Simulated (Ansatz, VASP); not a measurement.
**CdSe in VASP and in Ansatz**

```
Cd Se
1.0
     0.00000    3.05573    3.05573
     3.05573    0.00000    3.05573
     3.05573    3.05573    0.00000
Cd Se
1 1
Direct
  0.00000 0.00000 0.00000
  0.75000 0.75000 0.75000
```

Alike in both runs: functional PBE; dispersion D3(BJ); k mesh 10 × 10 × 10; occupations gaussian, width 0.02 eV; no spin polarisation.

Ansatz relaxed the structure, and its values are those at the end. VASP's run is a single point on that final structure, the one shown.

```csv
,VASP,Ansatz
version,VASP 6.6.1,Ansatz 0.2.0
potentials or method,"VASP PAW PBE potentials, release 64 (Cd, Se)","scalar-relativistic, plane waves, PAW"
plane-wave cutoff (eV),520,420
valence electrons in the cell,18,36
```

Ansatz gave:

- gap on the k mesh at the Fermi level (eV): 0.58
- least direct gap on the mesh (eV): 0.58
- pressure (GPa): 0.0

Problem. Which values does VASP return?

Solution. gap on the k mesh at the Fermi level (eV): 0.58; least direct gap on the mesh (eV): 0.58; pressure (GPa): 0.3.

The two sets of potentials don't hold the same shells in valence.
